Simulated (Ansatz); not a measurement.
## CsPbCl3 (model cell, started as cubic perovskite with Pb in the octahedra): a soft mode frozen in

Which phase does CsPbCl3 (model cell, started as cubic perovskite with Pb in the octahedra) fall into along its unstable mode, and how much energy does it gain?

Calculated with Ansatz 0.2.0; DFT PBEsol, scalar-relativistic, plane waves, PAW; PAW set soft_1.

**1. The starting structure**

Symmetry: Pm-3m, No. 221, cubic system. The conventional cell has a = 5.618 Å, b = 5.618 Å, c = 5.618 Å, α = 90.00°, β = 90.00°, γ = 90.00°. Nearest to Cs lie 12 Cl at 3.97 Å. Pb has 6 Cl at 2.81 Å nearest. Cl has 2 Pb at 2.81 Å and 4 Cs at 3.97 Å nearest. Farther neighbours and most contacts between anions are not listed.

**2. Response at finite wavevector**

The cell comes from relaxations at this level that are not shown. Stability and thermal properties need the whole zone. Linear response on a 2×2×2 q mesh gives force constants as far as a supercell of that size would, and the tensors from the zone-centre run are typed in so that the long-range dipole term is interpolated apart.

Input file input.yaml:

```yaml
crystal:
  lattice:
    - [5.6180085334, 0.0, 0.0]
    - [0.0, 5.6180085334, 0.0]
    - [0.0, 0.0, 5.6180085334]
  atoms:
    - { symbol: Cs, position: [0.0, 0.0, 0.0] }
    - { symbol: Pb, position: [0.5, 0.5, 0.5] }
    - { symbol: Cl, position: [0.5, 0.5, 0.0] }
    - { symbol: Cl, position: [0.5, 0.0, 0.5] }
    - { symbol: Cl, position: [0.0, 0.5, 0.5] }
kpoints:
  mp_grid: { grid: [8, 8, 8] }
hamiltonian:
  xc: pbesol
  pseudopotentials: { kind: paw, azcp: { folder: soft_1 }, xc_functional: pbe }
scf:
  occupations: { method: fixed }
output:
  eigenvalues: true
phonons:
  method: dfpt
  qmesh: [2, 2, 2]
  temperatures: { t_max: 1000, t_step: 50 }
  qpath:
    path:
      - [[0.0, 0.0, 0.0], [0.0, 0.5, 0.0], [0.5, 0.5, 0.0], [0.0, 0.0, 0.0], [0.5, 0.5, 0.5], [0.0, 0.5, 0.0]]
      - [[0.5, 0.5, 0.5], [0.5, 0.5, 0.0]]
    npoints: 10
  non_analytic_term:
    high_frequency_dielectric_tensor: [[4.0408, 0.0, 0.0], [0.0, 4.0408, 0.0], [0.0, 0.0, 4.0408]]
    born_effective_charges:
      - { species: Cs, tensor: [[1.3223, 0.0, 0.0], [0.0, 1.3223, 0.0], [0.0, 0.0, 1.3223]] }
      - { species: Pb, tensor: [[3.9499, 0.0, 0.0], [0.0, 3.9499, 0.0], [0.0, 0.0, 3.9499]] }
      - { species: Cl, tensor: [[-0.7258, 0.0, 0.0], [0.0, -0.7258, 0.0], [0.0, 0.0, -3.8207]] }
      - { species: Cl, tensor: [[-0.7258, 0.0, 0.0], [0.0, -3.8207, 0.0], [0.0, 0.0, -0.7258]] }
      - { species: Cl, tensor: [[-3.8207, 0.0, 0.0], [0.0, -0.7258, 0.0], [0.0, 0.0, -0.7258]] }
    source: "zone-centre run at this cell"
```

Launch:

```console
$ ansatz run input.yaml --threads 4 --pin off --max-ram 16384MiB --backend cpu --events-out ev --progress --plain --runs-dir out
```

Numbers of over 12 decimals in the logs are rounded to 6 here.

The program printed:

```text
Engine: ansatz 0.2.0, aarch64-unknown-linux-gnu
Pseudopotentials: kind: paw
Pseudopotential: Cs, paw, valence charge 9, recommended cutoff 420 eV (normal), soft_1/Cs.paw.azcp
Pseudopotential: Pb, paw, valence charge 14, recommended cutoff 420 eV (normal), soft_1/Pb.paw.azcp
Pseudopotential: Cl, paw, valence charge 7, recommended cutoff 420 eV (normal), soft_1/Cl.paw.azcp
Functional definition: PBEsol
  exchange = pbesol_x
  correlation = pbesol_c
Crystal: 5 atoms, lattice volume = 177.316 Å³
Basis set: ecut = 420 eV, 3431 PW (Γ), exchange–correlation on 80×80×80 points (8 copies of the dense FFT grid, shifted against one another)
Bands: 27, of which v1, the nominal top of the filled ones, is band 22 counted from 1 (21 counted from 0)
Symmetry: 48 space group operations
k-points: 35 of 512
Non-local potential: Cs, projectors of the file, l = 0: 3, l = 1: 2, l = 2: 2, l = 3: 2
Non-local potential: Pb, projectors of the file, l = 0: 2, l = 1: 2, l = 2: 2, l = 3: 1
Non-local potential: Cl, projectors of the file, l = 0: 2, l = 1: 2, l = 2: 1
PAW form: soft (Blöchl's): semilocal exchange-correlation on the pseudo side does not see the compensation charge
PAW frozen core: Cs, regenerated for the run's functional, and the local potential with it (the file was generated under x = pbe(κ = 0.804, μ = 0.219515), c = pbe(β = 0.066725))
PAW frozen core: Pb, regenerated for the run's functional, and the local potential with it (the file was generated under x = pbe(κ = 0.804, μ = 0.219515), c = pbe(β = 0.066725))
PAW frozen core: Cl, regenerated for the run's functional, and the local potential with it (the file was generated under x = pbe(κ = 0.804, μ = 0.219515), c = pbe(β = 0.066725))
PAW one-centre angular grid: Cs, 194 points (default); XC on 64 Gauss nodes
PAW one-centre angular grid: Pb, 590 points (default); XC on 64 Gauss nodes
PAW one-centre angular grid: Cl, 110 points (default); XC on 64 Gauss nodes
Initial density: superposition of atomic densities (chi_scale 0.1, normalization cell, long waves kept (reshape's long-wave potential 0.01 eV rms))
Initial wavefunctions: pseudopotential atomic-orbital guess
Functional: x = pbesol(κ = 0.804, μ = 0.123457), c = pbesol(β = 0.046)
SCF iter   1: F=—  HF=-20534.057177 eV  |F-HF|=—  |Δ(HF+E_count)|=         —  Δρ=2.39e-2  dr2=2.20e0  ethr=3.10e-3  ⟨swp⟩=5.0  Hψ=3962  notcnv=0  defer=61
preconditioner: auto → Resta (q_TF=auto, 2.163 Å⁻¹)  ε∞=3.0  [insulator: Δε(μ)=1.494 eV  Ē_g=12.631 eV  n_scr=26 (ndim 8)  ℏωp=18.1 eV  f_vac=0.014  ε∞_Penn≈3.0]
SCF iter   2: F=—  HF=-20533.316875 eV  |F-HF|=—  |Δ(HF+E_count)|=   7.40e-1  Δρ=1.08e-2  dr2=6.67e-1  ethr=3.10e-3  ⟨swp⟩=3.6  Hψ=2169  notcnv=0  defer=73
SCF iter   3: F=—  HF=-20532.999035 eV  |F-HF|=—  |Δ(HF+E_count)|=   3.18e-1  Δρ=3.19e-3  dr2=5.25e-2  ethr=1.52e-3  ⟨swp⟩=3.7  Hψ=2167  notcnv=0  defer=94
SCF iter   4: F=—  HF=-20532.980830 eV  |F-HF|=—  |Δ(HF+E_count)|=   1.82e-2  Δρ=1.16e-3  dr2=3.28e-3  ethr=1.19e-4  ⟨swp⟩=3.0  Hψ=1786  notcnv=0  defer=96
SCF iter   5: F=—  HF=-20532.982002 eV  |F-HF|=—  |Δ(HF+E_count)|=   1.17e-3  Δρ=1.95e-4  dr2=7.22e-5  ethr=7.46e-6  ⟨swp⟩=2.9  Hψ=1551  notcnv=0  defer=102
SCF iter   6: F=—  HF=-20532.982110 eV  |F-HF|=—  |Δ(HF+E_count)|=   1.08e-4  Δρ=2.58e-5  dr2=1.23e-6  ethr=1.64e-7  ⟨swp⟩=2.0  Hψ=1698  notcnv=0  defer=102
SCF iter   7: F=—  HF=-20532.982116 eV  |F-HF|=—  |Δ(HF+E_count)|=   6.07e-6  Δρ=7.04e-6  dr2=6.40e-8  ethr=2.80e-9  ⟨swp⟩=2.0  Hψ=1676  notcnv=0  defer=94
SCF iter   8: F=—  HF=-20532.982116 eV  |F-HF|=—  |Δ(HF+E_count)|=   3.37e-8  Δρ=1.34e-6  dr2=2.78e-9  ethr=1.46e-10  ⟨swp⟩=2.0  Hψ=1645  notcnv=0  defer=94
SCF iter   9: F=—  HF=-20532.982116 eV  |F-HF|=—  |Δ(HF+E_count)|=   2.20e-9  Δρ=2.31e-7  dr2=9.68e-11  ethr=6.32e-12  ⟨swp⟩=2.0  Hψ=1645  notcnv=0  defer=94
SCF iter  10: F=-20532.982116 eV  HF=-20532.982116 eV  |F-HF|=1.09e-11  |Δ(HF+E_count)|=  2.18e-10  Δρ=4.09e-8  dr2=5.08e-12  ethr=1.00e-12  ⟨swp⟩=16.4  Hψ=7232  notcnv=0
SCF 1 converged in 10 iterations: F = -20532.982116 eV  dr2 = 5.08e-12
  greatest PAW one-centre occupation: 0.982 electrons in one spin orbital (limit 2), on the Pb atom at site 1 (counted from 0), in its partial waves of l = 2
NSCF: frozen V_eff on 35 k-points
NSCF: frozen V_eff on 125 k-points
DFPT response loops at q = (0, 0, 0) (fractional): preconditioner auto → Resta (q_TF=auto, 2.163 Å⁻¹)  ε∞=5.7 (no band partly filled); β = 1.00, the filter's whole step (`scf.mixing.beta` (0.50) is not read by the response loops at its default; to damp them type it under 1.00, their step now; it binds the ground state too); Broyden in place of MSR1
NSCF: frozen V_eff on 250 k-points
DFPT response loops at q = (0, 0, -0.5) (fractional): mixed as the last ones told, above
NSCF: frozen V_eff on 250 k-points
DFPT response loops at q = (0, -0.5, -0.5) (fractional): mixed as the last ones told, above
NSCF: frozen V_eff on 250 k-points
DFPT response loops at q = (-0.5, -0.5, -0.5) (fractional): mixed as the last ones told, above
SCF converged after 10 iterations
Free energy (F): -20532.982116 eV
Harris-Foulkes:  -20532.982116 eV  (|F-HF|=1.09e-11)
Internal energy: -20532.982116 eV  (E = F + TS)
E sigma→0 (E₀):  -20532.982116 eV
Fermi energy:    3.945302 eV
--- Per-component energies (eV) ---
  E_band       = -238.535051
  E_kinetic    = 892.681841
  E_local      = -2616.653482  (includes V_loc(G=0)·N_el)
  E_nonlocal   = 426.044347
  E_hartree    = 983.169164
  E_xc         = -702.554641
  E_vxc        = -624.683971  (∫ρ·V_xc dr)
  E_paw        = -17141.423365  (= ΣΔE_a)
  E_vpaw       = -282.262405  (= ΣTr[D̂ρ^β])
  E_aug_tail   = 0.000327  (compensation charges beyond the density's cutoff)
  E_ewald      = -2374.687937
  E_core_change = 0.441631  (= ΣΔE_core)
  E_smearing   = -0.000000  (= −TS)
  E_closure    = 0.000000  (closes the sum)
  Σ components = -20532.982116   (vs F -20532.982116, Δ=0.00e0)
--- Band table (eV; the first three rows and the last of 35) ---
  k-point 0: bands = [... 18 lower, 1.3664, 1.4719, 1.4719, 1.4719, 7.1954, 8.2031, 8.2031, 9.0891, ... 1 higher]
  k-point 1: bands = [... 18 lower, 1.3516, 1.4558, 1.4558, 1.4698, 7.3457, 8.3071, 8.3154, 9.1366, ... 1 higher]
  k-point 2: bands = [... 18 lower, 1.3156, 1.4170, 1.4170, 1.5569, 7.7025, 8.5096, 8.6113, 8.7342, ... 1 higher]
  k-point 34: bands = [... 18 lower, 1.7969, 1.7969, 1.7969, 3.9453, 5.7875, 5.7875, 5.7875, 8.9618, ... 1 higher]
--- Phonons (Γ-DFPT): 4 representative perturbations + reference (Σ response iterations 15) ---
  ASR residual: 5.114e-5 → 0.000e0 eV/Å²; symmetrization residual: 3.862e-5 eV/Å²
  ASR residual per site (eV/Å²): 2.04e-5 4.84e-6 5.11e-5 5.11e-5 5.11e-5
  Γ frequencies (cm⁻¹): -21.53 -21.53 -21.53 0.00 0.00 0.00 20.32 20.32 20.32 51.77 51.77 51.77 136.27 136.27 136.27
--- Phonons (arbitrary-q DFPT): 4 irreducible q on the 2×2×2 mesh ---
  q = [0.0000, 0.0000, 0.0000] (star 1, of the zone-centre solve; hermiticity 3.14e-5, symmetrization 2.83e-12): -21.53 -21.53 -21.53 -0.00 -0.00 -0.00 20.32 20.32 20.32 51.77 51.77 51.77 136.27 136.27 136.27
  q = [0.0000, 0.0000, -0.5000] (star 3, 9 solved perturbations in 975 linear systems a pass and spin channel, the states on 125 of 512 k-point pairs; hermiticity 7.27e-6, symmetrization 2.16e-12): -13.29 -13.29 10.52 10.52 35.23 38.61 42.94 42.94 43.82 43.82 52.10 110.91 136.48 136.48 248.14
  q = [0.0000, -0.5000, -0.5000] (star 3, 9 solved perturbations in 975 linear systems a pass and spin channel, the states on 125 of 512 k-point pairs; hermiticity 5.61e-6, symmetrization 1.89e-13): -47.54 -20.58 -20.58 7.88 34.67 41.34 41.34 45.25 45.25 87.55 102.63 102.63 136.57 220.88 256.91
  q = [-0.5000, -0.5000, -0.5000] (star 1, 4 solved perturbations in 350 linear systems a pass and spin channel, the states on 125 of 512 k-point pairs; hermiticity 7.16e-7, symmetrization 1.50e-11): -47.99 -47.99 -47.99 -11.66 -11.66 -11.66 80.88 80.88 80.88 98.51 98.51 98.51 220.60 220.60 262.90
  sum rule: each row above includes the acoustic sum rule's correction from the zone centre's row sums; it moved no ω² by more than (0.63 cm⁻¹)²
  mesh force constants: q→R imaginary residual 6.57e-18; ASR residual 5.114e-5 → 0.000e0 eV/Å²; symmetrization residual 7.994e-15 eV/Å²
  interpolated dispersion: 63 rows × 15 modes
  density of states and harmonic sums: on the 12×12×12 q-mesh, interpolated from the force constants of a 2×2×2 supercell (with the dipole–dipole term of supplied tensors)
  largest difference from the sums on the solved wave vectors: F 3.48e-2 eV, S 3.65e-5 and C_V 1.56e-5 eV/K
  zero-point energy: 0.064406 eV/cell   skipped modes (ω ≤ 0): 289, of them read as no rigid motion or as one in doubt: 286 (3.394e0 modes/cell left out, lowest -47.99 cm⁻¹)   left out of the sums: 2.26e-1 of the cell's modes: C_V's classical limit lies that fraction below 3 k_B per atom; for a crystal, a wire or a layer, F and S can be off by more, and a phonons.interpolated_qmesh denser along its periods is the remedy for the sampling
```

Run time: 6.8 min. Hardware: 4 threads of Arm Neoverse V1, shared host; peak memory 1.9 GiB.

Numbers from this step:

```
gap on the k-mesh                                       : 1.842 eV
volume per atom                                         : 35.46 Å³
sum-rule residual before enforcement                    : 5.11e-5 eV/Å²
lowest frequency on the path                            : -47.99 cm⁻¹
point group                                             : m-3m
highest frequency on the path or at a solved wavevector : 262.9 cm⁻¹
highest optical mode at the zone centre (no LO-TO term) : 136.3 cm⁻¹
lowest optical zone-centre mode                         : -21.53 cm⁻¹
lowest mode on the q mesh (acoustic modes at Γ apart)   : -47.99 cm⁻¹
```

Frequencies (cm⁻¹) solved at each irreducible wavevector; negative means imaginary. Frequencies by wavevector, by row:

```csv
q in reciprocal lattice units,star,mode 1,mode 2,mode 3,mode 4,mode 13,mode 14,mode 15
0 0 0,1,-21.5,-21.5,-21.5,0,136.3,136.3,136.3
0 0 -0.5,3,-13.3,-13.3,10.5,10.5,136.5,136.5,248.1
0 -0.5 -0.5,3,-47.5,-20.6,-20.6,7.9,136.6,220.9,256.9
-0.5 -0.5 -0.5,1,-48,-48,-48,-11.7,220.6,220.6,262.9
```

Interpolated from a 2×2×2 q mesh, with the LO-TO term (at Γ the limit along the path; where Γ stands inside the path, tables give the limit on arrival). The phonon branches at the labelled points (cm⁻¹):

```csv
point,branch 1,branch 2,branch 3,branch 4,branch 12,branch 13,branch 14,branch 15
Γ,-22,-22,0,0,56,136,136,232
halfway,-18,-18,10,10,88,136,136,240
X,-13,-13,10,10,111,136,136,248
halfway,-35,-14,-8,7,107,136,188,249
M,-48,-21,-21,8,103,137,221,257
halfway,-28,-14,-13,17,88,136,176,236
Γ,-22,-22,0,0,56,136,136,232
halfway,-29,-25,-25,9,88,178,178,235
R,-48,-48,-48,-12,98,221,221,263
halfway,-37,-33,-25,-9,105,180,194,250
X,-13,-13,10,10,111,136,136,248
jump to R,-48,-48,-48,-12,98,221,221,263
halfway,-48,-36,-36,-5,101,186,221,257
M,-48,-21,-21,8,103,137,221,257
```

Symmetry leaves 4 wavevectors to solve. The lowest mode among them, the acoustic zeros apart, lies at q = (-0.5, -0.5, -0.5) and is imaginary, 48.0i cm⁻¹, so the energy falls along it.

**3. The mode frozen in, largest atomic shift 0 Å**

The mode followed lies at q = (-0.5, -0.5, -0.5) with frequency 48.0i cm⁻¹ and is 3-fold degenerate, the softest among the wavevectors solved. At small amplitude the distorted cell has space group no. 167 by a symmetry search on the positions. The undistorted cell that holds it gives the zero of energy on the same k mesh.

System of this step: CsPbCl3 (model cell, started as cubic perovskite with Pb in the octahedra). Symmetry: Pm-3m, No. 221, cubic system. Conventional cell: a = 5.618 Å, b = 5.618 Å, c = 5.618 Å, α = 90.00°, β = 90.00°, γ = 90.00°. Nearest to Cs lie 12 Cl at 3.97 Å. Nearest to Pb lie 6 Cl at 2.81 Å. Nearest to Cl lie 2 Pb at 2.81 Å and 4 Cs at 3.97 Å. Farther neighbours and most contacts between anions are not listed.

Input file input.yaml:

```yaml
crystal:
  lattice:
    - [5.6180085334, 5.6180085334, 0.0]
    - [5.6180085334, 0.0, 5.6180085334]
    - [5.6180085334, 0.0, -5.6180085334]
  atoms:
    - { symbol: Cs, position: [0.0, 0.0, 0.0] }
    - { symbol: Cs, position: [0.0, 0.5, 0.5] }
    - { symbol: Pb, position: [0.5, 0.25, 0.75] }
    - { symbol: Pb, position: [0.5, 0.75, 0.25] }
    - { symbol: Cl, position: [0.5, 0.0, 1.0] }
    - { symbol: Cl, position: [0.5, 0.5, 0.5] }
    - { symbol: Cl, position: [0.0, 0.0, 0.5] }
    - { symbol: Cl, position: [0.0, 0.5, 0.0] }
    - { symbol: Cl, position: [0.5, 0.0, 0.5] }
    - { symbol: Cl, position: [0.5, 0.5, 0.0] }
kpoints:
  mp_grid: { grid: [6, 6, 6] }
hamiltonian:
  xc: pbesol
  pseudopotentials: { kind: paw, azcp: { folder: soft_1 }, xc_functional: pbe }
scf:
  occupations: { method: gaussian, width: 0.02 }
output:
  forces: true
  stress: true
  eigenvalues: true
```

The program printed:

```text
[...]
Crystal: 10 atoms, lattice volume = 354.631 Å³
Basis set: ecut = 420 eV, 6879 PW (Γ), exchange–correlation on 108×108×108 points (8 copies of the dense FFT grid, shifted against one another)
Bands: 54, of which v1, the nominal top of the filled ones, is band 44 counted from 1 (43 counted from 0)
Symmetry: 96 space group operations
[...]
k-points: 16 of 216
[...]
k-point 0: bands = [... 40 lower, 1.7968, 1.7968, 1.7968, 3.9452, 5.7875, 5.7875, 5.7875, 7.1953, ... 4 higher]
  k-point 1: bands = [... 40 lower, 1.7371, 1.7371, 1.7654, 3.4905, 6.0884, 6.0884, 6.2307, 7.3919, ... 4 higher]
  k-point 2: bands = [... 40 lower, 1.6388, 1.6388, 1.6817, 2.6524, 6.8373, 6.8373, 7.0594, 7.8404, ... 4 higher]
  k-point 15: bands = [... 40 lower, 1.4907, 1.7009, 2.3710, 2.7332, 6.5029, 6.7560, 7.2278, 8.5928, ... 4 higher]
[key lines of the parts left out:]
SCF converged after 8 iterations
Free energy (F): -41065.964600 eV
Fermi energy:    4.866254 eV
P = ⅓ Tr σ = -0.0013 GPa (-0.013 kbar)
```

Elapsed: 6.4 s, on 4 threads; peak memory 0.91 GiB; 24 s of CPU time.

Numbers from this step:

| Quantity | Value |
| --- | --- |
| pressure | -0.001303 GPa |
| energy from the undistorted cell | 0 meV/atom |

At this level the gap is 1.84 eV on the k-mesh of the self-consistent run, which can miss the band edges.

**4. The mode frozen in, largest atomic shift 0.45 Å**

The atoms are moved along the unstable eigenvector, the largest shift by 0.45 Å, with the cell fixed.

input.yaml, the sections that differ from step 3:

```yaml
crystal:
  lattice:
    - [5.6180085334, 5.6180085334, 0.0]
    - [5.6180085334, 0.0, 5.6180085334]
    - [5.6180085334, 0.0, -5.6180085334]
  atoms:
    - { symbol: Cs, position: [0.0, 0.0, 0.0] }
    - { symbol: Cs, position: [0.0, 0.5, 0.5] }
    - { symbol: Pb, position: [0.5, 0.25, 0.75] }
    - { symbol: Pb, position: [0.5, 0.75, 0.25] }
    - { symbol: Cl, position: [0.4433610594, 0.0, 1.0] }
    - { symbol: Cl, position: [0.5566389406, 0.5, 0.5] }
    - { symbol: Cl, position: [0.0, -0.0566389406, 0.5] }
    - { symbol: Cl, position: [0.0, 0.5566389406, 0.0] }
    - { symbol: Cl, position: [0.4433610594, 0.0566389406, 0.5] }
    - { symbol: Cl, position: [0.5566389406, 0.4433610594, 0.0] }
# kpoints, hamiltonian, scf, output: as in step 3
```

The program printed:

```text
[...]
Crystal: 10 atoms, lattice volume = 354.631 Å³
Basis set: ecut = 420 eV, 6879 PW (Γ), exchange–correlation on 108×108×108 points (8 copies of the dense FFT grid, shifted against one another)
Bands: 54, of which v1, the nominal top of the filled ones, is band 44 counted from 1 (43 counted from 0)
Symmetry: 12 space group operations
[...]
k-points: 32 of 216
[...]
k-point 0: bands = [... 40 lower, 1.6716, 1.6716, 1.7110, 3.5692, 5.7409, 5.7409, 5.7625, 7.3678, ... 4 higher]
  k-point 1: bands = [... 40 lower, 1.6199, 1.6199, 1.7170, 3.2239, 6.0075, 6.0075, 6.1096, 7.5505, ... 4 higher]
  k-point 2: bands = [... 40 lower, 1.5377, 1.5377, 1.7491, 2.5487, 6.6845, 6.6845, 6.8257, 7.8682, ... 4 higher]
  k-point 31: bands = [... 40 lower, 1.5476, 1.5476, 2.2023, 2.2023, 6.5850, 6.5850, 7.6211, 7.6211, ... 4 higher]
[key lines of the parts left out:]
SCF converged after 8 iterations
Free energy (F): -41066.066564 eV
Fermi energy:    4.654969 eV
P = ⅓ Tr σ = -0.4016 GPa (-4.016 kbar)
```

Run time: 12 s. Hardware: 4 threads; peak memory 1 GiB; 47 s of CPU time.

This step gave:

| Item | Value |
| --- | --- |
| pressure | -0.4016 GPa |
| gap on the k-mesh | 2.172 eV |
| energy from the undistorted cell | -10.20 meV/atom |

The energy, extrapolated to zero smearing, is -10.20 meV/atom against the undistorted cell.

The run ends at a pressure of -0.40 GPa, with forces up to 0.016 eV/Å.

**5. Energy along the mode, all amplitudes (two of the runs are shown above)**

An imaginary frequency means negative curvature, so the energy should fall and then rise again as anharmonic terms take over.

This step gave:

| Property | Result |
| --- | --- |
| depth at the lowest point sampled | 10.20 meV/atom |
| largest atomic shift at that point | 0.45 Å |

The energy from the parent by largest atomic shift:

```csv
largest atomic shift (Å),energy from the parent (meV/atom)
0.000,0
0.040,-0.143
0.080,-0.568
0.140,-1.69
0.220,-3.90
0.320,-7.17
0.450,-10.2
0.600,-6.82
```

Displacement at unit largest shift by atom:

```csv
atom,x (Å),y (Å),z (Å),size
Cs1,0.000,0.000,0.000,0.000
Cs2,0.000,0.000,0.000,0.000
Pb3,0.000,0.000,0.000,0.000
Pb4,0.000,0.000,0.000,0.000
Cl5,-0.707,-0.707,0.000,1.000
Cl6,0.707,0.707,0.000,1.000
Cl7,-0.707,0.000,-0.707,1.000
Cl8,0.707,0.000,0.707,1.000
Cl9,0.000,-0.707,0.707,1.000
Cl10,0.000,0.707,-0.707,1.000
```

The lowest of the steps tried is at 0.45 Å, 10.2 meV/atom below the parent; the bottom of the well need not coincide with a step.

(Part 1 of 3 ends here.)

[Logs are printed without paths, hosts, clocks, repeated set-up lines and the standing remarks that a program may print on its own settings, such as how far it seeks lower states.]

[Hosts, paths, dates, database ids (printed as entryN), source tags and the programs' standing remarks are cut or masked in the printed files.]
